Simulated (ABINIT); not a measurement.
Write the native input for ABINIT 10.8.3 (patched build) that does the following.

```
Task                                            : band structure
Functional                                      : PW91
Potentials or basis                             : JTH PAW PBE v2.0
Cutoff                                          : 626 eV
k mesh                                          : 11 × 11 × 11
Occupations                                     : fermi-dirac, width 0.05 eV
Spin                                            : no spin polarisation
Fine-grid cutoff                                : 1224.51 eV
Exchange and correlation inside the PAW spheres : full angular mesh (pawxcdev 0, this build's default; the released program takes 1)
```

The system is MgO.

```
Mg O
1.0
     0.00000    2.09700    2.09700
     2.09700    0.00000    2.09700
     2.09700    2.09700    0.00000
Mg O
1 1
Cartesian
  0.0000 0.0000 0.0000
  2.0970 2.0970 2.0970
```

The cell is a database's computed one.

One way to write it, as run:

run.abi

```
ndtset 2

pp_dirpath "./"
pseudos "Mg.GGA_PBE-JTH.xml, O.GGA_PBE-JTH.xml"

acell 5.6041865537 5.6041865537 5.6041865537
rprim
     0.0000000000     0.7071067812     0.7071067812
     0.7071067812     0.0000000000     0.7071067812
     0.7071067812     0.7071067812     0.0000000000
ntypat 2
znucl 12 8
natom 2
typat 1 2
xcart
     0.0000000000     0.0000000000     0.0000000000
     2.0970013927     2.0970013927     2.0970013927 Angstrom

ecut 625.861884 eV
pawecutdg 45.0

ixc -109134

occopt 3
tsmear 0.00183747

nstep 100

iomode 3
prtwf 0
prteig 0
prtebands 0
prtden1 1

kptopt1 1
ngkpt1 11 11 11
nshiftk1 1
shiftk1 0.0 0.0 0.0
nband1 12
tolvrs1 1.0e-9

iscf2 -2
getden2 1
nband2 18
nbdbuf2 4
tolwfr2 1.0e-11
kptopt2 -9
ndivsm2 6
prteig2 1
kptbounds2
     0.0000000000     0.0000000000     0.0000000000
     0.5000000000     0.0000000000     0.5000000000
     0.5000000000     0.2500000000     0.7500000000
     0.3750000000     0.3750000000     0.7500000000
     0.0000000000     0.0000000000     0.0000000000
     0.5000000000     0.5000000000     0.5000000000
     0.6250000000     0.2500000000     0.6250000000
     0.5000000000     0.2500000000     0.7500000000
     0.5000000000     0.5000000000     0.5000000000
     0.3750000000     0.3750000000     0.7500000000
```

Potentials or basis: JTH PAW PBE v2.0.

Command:

```bash
$ abinit run.abi > log 2>&1
```

Results of the run:

```json
{
  "Pressure": "6.4 GPa",
  "Band gap on the k mesh": "4.90 eV, direct",
  "Band gap along the path": "4.90 eV, direct",
  "Valence electrons inside the program's atomic spheres": "Mg 8.30; O 4.61"
}
```

Caveat: the PAW data sets were made with another functional, which shifts forces and pressure a little.

Wall time 36 s on 1 thread of Arm Neoverse V1 (shared host), peak memory 0.11 GiB.
